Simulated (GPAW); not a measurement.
# KCl (Sylvite) (Fm-3m) in GPAW: further runs

One crystal, KCl (Sylvite), is run at these levels: PBEsol, PBEsol+D3, PBEsol+D3(BJ); tasks: relaxation of cell and atoms.

Everything below comes from runs of GPAW 26.7.0. Logs are shortened: lines on timing, memory, paths and dates and some standing lists are left out, and cuts for length are marked. The log counts tension as positive stress, the text compression.

## (1) The structure

Symmetry: Fm-3m, No. 225, cubic system. The conventional cell has a = 6.293 Å, b = 6.293 Å, c = 6.293 Å, α = 90.00°, β = 90.00°, γ = 90.00°. K (site symmetry m-3m) is surrounded by 6 Cl at 3.15 Å. Cl (site symmetry m-3m) is surrounded by 6 K at 3.15 Å.

## (2) Relaxation of cell and atoms, PBEsol

run.py

```python
from ase import Atoms
from ase.filters import FrechetCellFilter
from ase.io import write
from ase.optimize import BFGS
from gpaw import GPAW, PW, setup_paths

setup_paths.insert(0, '.')

atoms = Atoms(['K', 'Cl'],
              cell=[[0.0, 3.14647, 3.14647],
                    [3.14647, 0.0, 3.14647],
                    [3.14647, 3.14647, 0.0]],
              scaled_positions=[[0.0, 0.0, 0.0],
                                [0.5, 0.5, 0.5]],
              pbc=True)

calc = GPAW(mode=PW(600),
            xc='PBEsol',
            kpts={'size': (7, 7, 7), 'gamma': True},
            occupations={'name': 'fermi-dirac', 'width': 0.05},
            nbands=16,
            convergence={'density': 1e-05, 'forces': 0.0001},
            maxiter=150,
            txt='gpaw.txt')
atoms.calc = calc
opt = BFGS(FrechetCellFilter(atoms), trajectory='relax.traj', logfile='-')
done = opt.run(fmax=0.02, steps=60)
calc.write('gs.gpw')
write('result.traj', atoms)
print('Converged:', done)
print('Cell:', atoms.cell.cellpar().round(4))
print('Volume:', round(atoms.get_volume(), 4))
print(atoms.get_scaled_positions().round(5))
```

Potentials or basis: PAW data sets generated in the run's folder for this functional, pw.

Command:

```bash
gpaw-setup -f PBEsol Cl K
OMP_NUM_THREADS=1 python run.py
```

gpaw.txt:

```text
__  _  _
 | _ |_)|_||  |
 |__||  | ||/\| - 26.7.0

Input parameters:
  mode=PW(ecut=600.0),
  convergence={'density': 1e-05, 'forces': 0.0001},
  kpts=MonkhorstPack(size=(7, 7, 7), gamma=True),
  maxiter=150,
  nbands=16,
  occupations=Occupations(name='fermi-dirac', width=0.05),
  xc=XC(name='PBEsol')

Diagonalizing LCAO Hamiltonian
Converting LCAO to pw mode

                 Cl

       K

Atoms  # Å, Bohr magnetons
|   | symbol |        x |        y |        z |    initial magnetic moments |
|---|--------|----------|----------|----------|-----------------------------|
| 0 |      K | 0.000000 | 0.000000 | 0.000000 | ( 0.0000,  0.0000,  0.0000) |
| 1 |     Cl | 3.146470 | 3.146470 | 3.146470 | ( 0.0000,  0.0000,  0.0000) |

Unit cell  # Å
| periodic |        x |        y |        z |  lengths |    angles |
|----------|----------|----------|----------|----------|-----------|
|      yes | 0.000000 | 3.146470 | 3.146470 | 4.449781 | 60.000000 |
|      yes | 3.146470 | 0.000000 | 3.146470 | 4.449781 | 60.000000 |
|      yes | 3.146470 | 3.146470 | 0.000000 | 4.449781 | 60.000000 |

Number of symmetries: 48
Symmetry operations  # r_c * U_cc + t_c -> r_c
|    | kind |            matrix            |
|----|------|------------------------------|
|  0 |  σ   |  1, 0, 0,  1, 0,-1,  1,-1, 0 |
|  1 |  C2  |  1, 0, 0,  1,-1, 0,  1, 0,-1 |
|  2 |  E   |  1, 0, 0,  0, 1, 0,  0, 0, 1 |
|  3 |  σ   |  1, 0, 0,  0, 0, 1,  0, 1, 0 |
|  4 |  C4  |  1, 0,-1,  1, 0, 0,  1,-1, 0 |
|  5 |  S6  |  1, 0,-1,  1,-1, 0,  1, 0, 0 |
|  6 |  σ   |  1, 0,-1,  0, 1,-1,  0, 0,-1 |
|  7 |  C3  |  1, 0,-1,  0, 0,-1,  0, 1,-1 |
|  8 |  S6  |  1,-1, 0,  1, 0, 0,  1, 0,-1 |
|  9 |  C4  |  1,-1, 0,  1, 0,-1,  1, 0, 0 |
| 10 |  C3  |  1,-1, 0,  0,-1, 1,  0,-1, 0 |
| 11 |  σ   |  1,-1, 0,  0,-1, 0,  0,-1, 1 |
| 12 |  σ   |  0, 1, 0,  1, 0, 0,  0, 0, 1 |
| 13 |  C4  |  0, 1, 0,  0, 1,-1, -1, 1, 0 |
| 14 |  C3  |  0, 1, 0,  0, 0, 1,  1, 0, 0 |
| 15 |  S6  |  0, 1, 0, -1, 1, 0,  0, 1,-1 |
| 16 |  C2  |  0, 1,-1,  1, 0,-1,  0, 0,-1 |
| 17 |  σ   |  0, 1,-1,  0, 1, 0, -1, 1, 0 |
| 18 |  S4  |  0, 1,-1,  0, 0,-1,  1, 0,-1 |
| 19 |  C4  |  0, 1,-1, -1, 1, 0,  0, 1, 0 |
| 20 |  C3  |  0, 0, 1,  1, 0, 0,  0, 1, 0 |
| 21 |  σ   |  0, 0, 1,  0, 1, 0,  1, 0, 0 |
| 22 |  S6  |  0, 0, 1,  0,-1, 1, -1, 0, 1 |
| 23 |  C4  |  0, 0, 1, -1, 0, 1,  0,-1, 1 |
| 24 |  S4  |  0, 0,-1,  1, 0,-1,  0, 1,-1 |
| 25 |  C3  |  0, 0,-1,  0, 1,-1,  1, 0,-1 |
| 26 |  C2  |  0, 0,-1,  0,-1, 0, -1, 0, 0 |
| 27 |  S6  |  0, 0,-1, -1, 0, 0,  0,-1, 0 |
| 28 |  S4  |  0,-1, 1,  1,-1, 0,  0,-1, 0 |
| 29 |  C4  |  0,-1, 1,  0, 0, 1, -1, 0, 1 |
| 30 |  C2  |  0,-1, 1,  0,-1, 0,  1,-1, 0 |
| 31 |  σ   |  0,-1, 1, -1, 0, 1,  0, 0, 1 |
| 32 |  C3  |  0,-1, 0,  1,-1, 0,  0,-1, 1 |
| 33 |  S6  |  0,-1, 0,  0, 0,-1, -1, 0, 0 |
[... 181 lines left out ...]
|------------|---------------|-----------|
|          0 |       -27.415 |     2.000 |
|          1 |       -12.484 |     2.000 |
|          2 |       -10.976 |     2.000 |
|          3 |       -10.976 |     2.000 |
|          4 |       -10.976 |     2.000 |
|          5 |        -0.395 |     2.000 |
[... 8 lines left out ...]
|         14 |        12.350 |     0.000 |
|         15 |        15.711 |     0.000 |

Gap: 5.029 eV
Transition (v -> c):
  (s=0, k=0, n=7, [0.00, 0.00, 0.00]) -> (s=0, k=0, n=8, [0.00, 0.00, 0.00])
No difference between direct/indirect transitions

Stress tensor  # eV/Ang^3
|         x |         y |         z |
|-----------|-----------|-----------|
|  0.003011 | -0.000000 | -0.000000 |
| -0.000000 |  0.003011 | -0.000000 |
| -0.000000 | -0.000000 |  0.003011 |

Forces  # eV/Ang
|       x |        y |        z |
|---------|----------|----------|
| 0.00000 | -0.00000 | -0.00000 |  # K    0
| 0.00000 |  0.00000 |  0.00000 |  # Cl   1

Interpolating wave functions to new cell

                 Cl

       K

Atoms  # Å, Bohr magnetons
|   | symbol |        x |         y |         z |    initial magnetic moments |
|---|--------|----------|-----------|-----------|-----------------------------|
| 0 |      K | 0.000000 | -0.000000 | -0.000000 | ( 0.0000,  0.0000,  0.0000) |
| 1 |     Cl | 3.144363 |  3.144363 |  3.144363 | ( 0.0000,  0.0000,  0.0000) |

Unit cell  # Å
| periodic |         x |         y |        z |  lengths |    angles |
|----------|-----------|-----------|----------|----------|-----------|
|      yes | -0.000000 |  3.144363 | 3.144363 | 4.446801 | 60.000000 |
|      yes |  3.144363 | -0.000000 | 3.144363 | 4.446801 | 60.000000 |
|      yes |  3.144363 |  3.144363 | 0.000000 | 4.446801 | 60.000000 |

Number of symmetries: 48
Symmetry operations  # r_c * U_cc + t_c -> r_c
|    | kind |            matrix            |
|----|------|------------------------------|
|  0 |  σ   |  1, 0, 0,  1, 0,-1,  1,-1, 0 |
|  1 |  C2  |  1, 0, 0,  1,-1, 0,  1, 0,-1 |
|  2 |  E   |  1, 0, 0,  0, 1, 0,  0, 0, 1 |
|  3 |  σ   |  1, 0, 0,  0, 0, 1,  0, 1, 0 |
|  4 |  C4  |  1, 0,-1,  1, 0, 0,  1,-1, 0 |
|  5 |  S6  |  1, 0,-1,  1,-1, 0,  1, 0, 0 |
|  6 |  σ   |  1, 0,-1,  0, 1,-1,  0, 0,-1 |
|  7 |  C3  |  1, 0,-1,  0, 0,-1,  0, 1,-1 |
|  8 |  S6  |  1,-1, 0,  1, 0, 0,  1, 0,-1 |
|  9 |  C4  |  1,-1, 0,  1, 0,-1,  1, 0, 0 |
| 10 |  C3  |  1,-1, 0,  0,-1, 1,  0,-1, 0 |
| 11 |  σ   |  1,-1, 0,  0,-1, 0,  0,-1, 1 |
| 12 |  σ   |  0, 1, 0,  1, 0, 0,  0, 0, 1 |
| 13 |  C4  |  0, 1, 0,  0, 1,-1, -1, 1, 0 |
| 14 |  C3  |  0, 1, 0,  0, 0, 1,  1, 0, 0 |
| 15 |  S6  |  0, 1, 0, -1, 1, 0,  0, 1,-1 |
| 16 |  C2  |  0, 1,-1,  1, 0,-1,  0, 0,-1 |
| 17 |  σ   |  0, 1,-1,  0, 1, 0, -1, 1, 0 |
| 18 |  S4  |  0, 1,-1,  0, 0,-1,  1, 0,-1 |
| 19 |  C4  |  0, 1,-1, -1, 1, 0,  0, 1, 0 |
| 20 |  C3  |  0, 0, 1,  1, 0, 0,  0, 1, 0 |
| 21 |  σ   |  0, 0, 1,  0, 1, 0,  1, 0, 0 |
| 22 |  S6  |  0, 0, 1,  0,-1, 1, -1, 0, 1 |
| 23 |  C4  |  0, 0, 1, -1, 0, 1,  0,-1, 1 |
| 24 |  S4  |  0, 0,-1,  1, 0,-1,  0, 1,-1 |
| 25 |  C3  |  0, 0,-1,  0, 1,-1,  1, 0,-1 |
| 26 |  C2  |  0, 0,-1,  0,-1, 0, -1, 0, 0 |
| 27 |  S6  |  0, 0,-1, -1, 0, 0,  0,-1, 0 |
| 28 |  S4  |  0,-1, 1,  1,-1, 0,  0,-1, 0 |
| 29 |  C4  |  0,-1, 1,  0, 0, 1, -1, 0, 1 |
| 30 |  C2  |  0,-1, 1,  0,-1, 0,  1,-1, 0 |
| 31 |  σ   |  0,-1, 1, -1, 0, 1,  0, 0, 1 |
| 32 |  C3  |  0,-1, 0,  1,-1, 0,  0,-1, 1 |
| 33 |  S6  |  0,-1, 0,  0, 0,-1, -1, 0, 0 |
[... 179 lines left out ...]
|------------|---------------|-----------|
|          0 |       -27.399 |     2.000 |
|          1 |       -12.475 |     2.000 |
|          2 |       -10.960 |     2.000 |
|          3 |       -10.960 |     2.000 |
|          4 |       -10.960 |     2.000 |
|          5 |        -0.384 |     2.000 |
[... 8 lines left out ...]
|         14 |        12.368 |     0.000 |
|         15 |        15.582 |     0.000 |

Gap: 5.036 eV
Transition (v -> c):
  (s=0, k=0, n=7, [0.00, 0.00, 0.00]) -> (s=0, k=0, n=8, [0.00, 0.00, 0.00])
No difference between direct/indirect transitions

Stress tensor  # eV/Ang^3
|         x |         y |         z |
|-----------|-----------|-----------|
|  0.002808 | -0.000000 |  0.000000 |
| -0.000000 |  0.002808 | -0.000000 |
|  0.000000 | -0.000000 |  0.002808 |

Forces  # eV/Ang
|        x |        y |       z |
|----------|----------|---------|
| -0.00000 | -0.00000 | 0.00000 |  # K    0
| -0.00000 | -0.00000 | 0.00000 |  # Cl   1

Interpolating wave functions to new cell

                Cl

       K

Atoms  # Å, Bohr magnetons
|   | symbol |         x |         y |         z |    initial magnetic moments |
|---|--------|-----------|-----------|-----------|-----------------------------|
| 0 |      K | -0.000000 | -0.000000 | -0.000000 | ( 0.0000,  0.0000,  0.0000) |
| 1 |     Cl |  3.116080 |  3.116080 |  3.116080 | ( 0.0000,  0.0000,  0.0000) |

Unit cell  # Å
| periodic |        x |        y |         z |  lengths |    angles |
|----------|----------|----------|-----------|----------|-----------|
|      yes | 0.000000 | 3.116080 |  3.116080 | 4.406802 | 60.000000 |
|      yes | 3.116080 | 0.000000 |  3.116080 | 4.406802 | 60.000000 |
|      yes | 3.116080 | 3.116080 | -0.000000 | 4.406802 | 60.000000 |

Number of symmetries: 48
Symmetry operations  # r_c * U_cc + t_c -> r_c
|    | kind |            matrix            |
|----|------|------------------------------|
|  0 |  σ   |  1, 0, 0,  1, 0,-1,  1,-1, 0 |
|  1 |  C2  |  1, 0, 0,  1,-1, 0,  1, 0,-1 |
|  2 |  E   |  1, 0, 0,  0, 1, 0,  0, 0, 1 |
|  3 |  σ   |  1, 0, 0,  0, 0, 1,  0, 1, 0 |
|  4 |  C4  |  1, 0,-1,  1, 0, 0,  1,-1, 0 |
|  5 |  S6  |  1, 0,-1,  1,-1, 0,  1, 0, 0 |
|  6 |  σ   |  1, 0,-1,  0, 1,-1,  0, 0,-1 |
|  7 |  C3  |  1, 0,-1,  0, 0,-1,  0, 1,-1 |
|  8 |  S6  |  1,-1, 0,  1, 0, 0,  1, 0,-1 |
|  9 |  C4  |  1,-1, 0,  1, 0,-1,  1, 0, 0 |
| 10 |  C3  |  1,-1, 0,  0,-1, 1,  0,-1, 0 |
| 11 |  σ   |  1,-1, 0,  0,-1, 0,  0,-1, 1 |
| 12 |  σ   |  0, 1, 0,  1, 0, 0,  0, 0, 1 |
| 13 |  C4  |  0, 1, 0,  0, 1,-1, -1, 1, 0 |
| 14 |  C3  |  0, 1, 0,  0, 0, 1,  1, 0, 0 |
| 15 |  S6  |  0, 1, 0, -1, 1, 0,  0, 1,-1 |
| 16 |  C2  |  0, 1,-1,  1, 0,-1,  0, 0,-1 |
| 17 |  σ   |  0, 1,-1,  0, 1, 0, -1, 1, 0 |
| 18 |  S4  |  0, 1,-1,  0, 0,-1,  1, 0,-1 |
| 19 |  C4  |  0, 1,-1, -1, 1, 0,  0, 1, 0 |
| 20 |  C3  |  0, 0, 1,  1, 0, 0,  0, 1, 0 |
| 21 |  σ   |  0, 0, 1,  0, 1, 0,  1, 0, 0 |
| 22 |  S6  |  0, 0, 1,  0,-1, 1, -1, 0, 1 |
| 23 |  C4  |  0, 0, 1, -1, 0, 1,  0,-1, 1 |
| 24 |  S4  |  0, 0,-1,  1, 0,-1,  0, 1,-1 |
| 25 |  C3  |  0, 0,-1,  0, 1,-1,  1, 0,-1 |
| 26 |  C2  |  0, 0,-1,  0,-1, 0, -1, 0, 0 |
| 27 |  S6  |  0, 0,-1, -1, 0, 0,  0,-1, 0 |
| 28 |  S4  |  0,-1, 1,  1,-1, 0,  0,-1, 0 |
| 29 |  C4  |  0,-1, 1,  0, 0, 1, -1, 0, 1 |
| 30 |  C2  |  0,-1, 1,  0,-1, 0,  1,-1, 0 |
| 31 |  σ   |  0,-1, 1, -1, 0, 1,  0, 0, 1 |
| 32 |  C3  |  0,-1, 0,  1,-1, 0,  0,-1, 1 |
| 33 |  S6  |  0,-1, 0,  0, 0,-1, -1, 0, 0 |
[... 180 lines left out ...]
|------------|---------------|-----------|
|          0 |       -27.184 |     2.000 |
|          1 |       -12.356 |     2.000 |
|          2 |       -10.746 |     2.000 |
|          3 |       -10.746 |     2.000 |
|          4 |       -10.746 |     2.000 |
|          5 |        -0.233 |     2.000 |
[... 8 lines left out ...]
|         14 |        12.606 |     0.000 |
|         15 |        15.902 |     0.000 |

Gap: 5.123 eV
Transition (v -> c):
  (s=0, k=0, n=7, [0.00, 0.00, 0.00]) -> (s=0, k=0, n=8, [0.00, 0.00, 0.00])
No difference between direct/indirect transitions

Stress tensor  # eV/Ang^3
|         x |         y |         z |
|-----------|-----------|-----------|
| -0.000181 |  0.000000 |  0.000000 |
|  0.000000 | -0.000181 |  0.000000 |
|  0.000000 |  0.000000 | -0.000181 |

Forces  # eV/Ang
|        x |       y |        z |
|----------|---------|----------|
| -0.00000 | 0.00000 |  0.00000 |  # K    0
|  0.00000 | 0.00000 | -0.00000 |  # Cl   1

# Writing to gs.gpw (mode='')
```

Wall time 22 s (1 thread of Intel Xeon 6975P-C (Granite Rapids), shared host); peak memory 0.18 GiB.

Results:

| Item | Value |
| --- | --- |
| Free energy | -7.1913 eV |
| Relaxed volume | 30.26 Å³/atom |
| Relaxed cell | a = 4.407 Å, b = 4.407 Å, c = 4.407 Å, α = 60.00°, β = 60.00°, γ = 60.00° |
| Space group after relaxing (to 0.05 Å) | Fm-3m (No. 225) |
| Energy gained by relaxing | 1.0 meV/atom |
| Ionic steps | 3 |
| Pressure after relaxing | 0.0 GPa |
| Band gap on the k mesh | 5.12 eV, direct |

The path:
```csv
step,energy change (eV),largest force (eV/Å),pressure (GPa),volume (Å³)
1,0.0000,0.0000,-0.48,62.30
2,-0.0003,0.0000,-0.45,62.18
3,-0.0020,0.0000,0.03,60.51
```

Final structure:
```
CELL_PARAMETERS angstrom
0.00000 3.11608 3.11608
3.11608 0.00000 3.11608
3.11608 3.11608 0.00000
ATOMIC_POSITIONS crystal
K 0.00000 0.00000 0.00000
Cl 0.50000 0.50000 0.50000
```

Levels at points of the mesh, in eV from the valence-band top:
| k point | band 4 | band 5 | band 6 | band 7 | band 8 | band 9 | band 10 | band 11 | band 12 |
| --- | --- | --- | --- | --- | --- | --- | --- | --- | --- |
| (0.00, 0.00, 0.00) | -10.51 | -10.51 | 0.00 | 0.00 | 0.00 | 5.12 | 8.28 | 8.28 | 8.28 |

Caveat: later steps reuse the first step's grids; an odd mesh through Γ misses points on the zone boundary, where band edges often lie.

(Part 1 of 2 ends here.)
